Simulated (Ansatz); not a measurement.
All numbers below come from DFT PBE, scalar-relativistic, plane waves, PAW in Ansatz 0.2.0. Settings: cutoff 420 eV, Γ-centred meshes spaced at most about 0.3 Å⁻¹, and about 0.25 Å⁻¹ or finer for metals (2π included), Gaussian smearing. No spin polarisation.

These are static total energies at zero pressure.

Compare these two cells of Cs₂Br, each relaxed at this level.

A.

```xyz
6
Lattice="9.0298 0.0000 0.0000 0.0000 9.0298 0.0000 0.0000 0.0000 5.2123" Properties=species:S:1:pos:R:3 pbc="T T T"
Cs    1.8757    7.1541    2.6061
Cs    6.3906    6.3906    0.0000
Cs    7.1541    1.8757    2.6061
Cs    2.6392    2.6392    0.0000
Br    4.5149    4.5149    2.6061
Br    0.0000    0.0000    0.0000
```

B.

```xyz
3
Lattice="0.0000 4.5465 4.5465 4.5465 0.0000 4.5465 4.5465 4.5465 0.0000" Properties=species:S:1:pos:R:3 pbc="T T T"
Cs    6.8197    6.8197    6.8197
Cs    2.2732    2.2732    2.2732
Br    0.0000    0.0000    0.0000
```

Question: Which is lower in energy, and by how much?

Answer: A is lower, by 114 meV/atom. A has the anti-rutile type, space group P4_2/mnm (No. 136), 70.8 Å³/atom and no gap on its mesh; B has the anti-fluorite type, space group Fm-3m (No. 225), 62.7 Å³/atom and no gap. Counting Br atoms around Cs (those within 1.25 times the shortest such distance or 1.15 times the sum of covalent radii), A has Cs 3 and B has Cs 4. The lower one is the more open, so pressure narrows the difference. In A, Cs is surrounded by 3 Br at 3.72–3.73 Å and 11 Cs at 5.21–5.31 Å; Br has 6 Cs at 3.72–3.73 Å. In B, Cs has 4 Br at 3.94 Å and 6 Cs at 4.55 Å; Br has 8 Cs at 3.94 Å. Both come from invented guesses.

In Fm-3m an odd number of electrons in the primitive cell allows no gap without spin; a larger cell or a magnetic state could open one. A magnetic state wasn't ruled out in cells without spin, among them P4_2/mnm, Fm-3m. Cells relaxed within their symmetry can be saddle points.
